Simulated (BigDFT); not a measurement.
**SiS (silylene, thioxo-) in BigDFT: the effect of potentials**

The system is SiS (silylene, thioxo-), in a box.

```
Si S
1.0
     9.00000    0.00000    0.00000
     0.00000    9.00000    0.00000
     0.00000    0.00000   11.00000
Si S
1 1
Direct
  0.50144 0.50233 0.41539
  0.50144 0.50233 0.59079
```

Alike in all runs:

```yaml
Program: BigDFT 1.9.6
Task: single point
Functional: PBE
Grid_spacing: 0.51 bohr
Occupations: fixed
Spin: no spin polarisation
```

```tsv
potentials	largest force (eV/Å)
GTH-PBE usual	0.42
UZH-GTH-PBE usual	0.42
GTH-PADE usual	0.26
UZH-GTH-PBE0 usual	0.34
UZH-GTH-SCAN usual	?
GTH-BLYP usual	0.51
GTH-BP usual	0.40
```

Question: What does the run with potentials UZH-GTH-SCAN usual give?

Answer: Largest force 0.24 eV/Å.

Caveats: boundaries are free: the box only frames the coordinates; the potentials were made for another functional, which shifts forces and pressure (some runs).
